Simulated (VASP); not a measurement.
Input of a VASP 6.6.1 run:

Contents of run.py:

```python
from ase import Atoms
from ase.calculators.vasp import Vasp
from ase.eos import EquationOfState
from ase.io import Trajectory
from ase.units import GPa

atoms = Atoms(
    ['Li'],
    cell=[[2.726555, -0.014335, -0.031405], [-0.014335, 2.722138, -0.009395], [-0.031405, -0.009395, 2.748659]],
    scaled_positions=[[0.494164, 0.506232, 0.502203]],
    pbc=True,
)
calc = Vasp(
    directory='calc',
    xc='vdw-df-cx',
    pp='PBE',
    setups='recommended',
    prec='Accurate',
    encut=520,
    ediff=1e-06,
    ismear=-5,
    sigma=0.05,
    lreal=False,
    lasph=True,
    nelm=60,
    algo='Normal',
    isif=2,
    lwave=False,
    lcharg=False,
    kpts=[10, 10, 10],
    gamma=True,
)
atoms.calc = calc
cell = atoms.cell.copy()
volumes, energies = [], []
traj = Trajectory('eos.traj', 'w')
for x in [0.94, 0.96, 0.98, 1.0, 1.02, 1.04, 1.06]:
    atoms.set_cell(cell * x ** (1 / 3), scale_atoms=True)
    volumes.append(atoms.get_volume())
    energies.append(atoms.get_potential_energy())
    traj.write(atoms)
    print(f'{x:5.2f} {volumes[-1]:12.5f} {energies[-1]:14.6f}')

v0, e0, B = EquationOfState(volumes, energies, eos='birchmurnaghan').fit()
print(f'V0 = {v0:.4f} A^3, E0 = {e0:.6f} eV, B = {B / GPa:.2f} GPa')
```

Potentials or basis: VASP PAW PBE potentials, release 64 (Li_sv).

Launch:

```console
$ python run.py
```

Question: What does it give for the bulk modulus at fixed shape and positions?

Answer: 11.5 GPa.

Question: What does it give for the equilibrium volume?

Answer: 21.38 Å³/atom.

Question: What does it give for the pressure derivative of the bulk modulus?

Answer: 3.3.

Energy against volume, from the lowest point:
```csv
volume (Å³/atom),energy (meV/atom)
19.173,9.44
19.581,6.07
19.989,3.50
20.397,1.68
20.805,0.51
21.213,0.00
21.621,0.05
```

Caveat: the cutoff is under 1.25 times the usual one of these potentials, so pressure, stress and relaxed cells hold a basis-set (Pulay) error; the cell was scaled at fixed shape and fractional positions, which overstates the stiffness of a crystal with free parameters, most of all of layers and chains; the PAW data sets were made with another functional, which shifts forces and pressure a little.
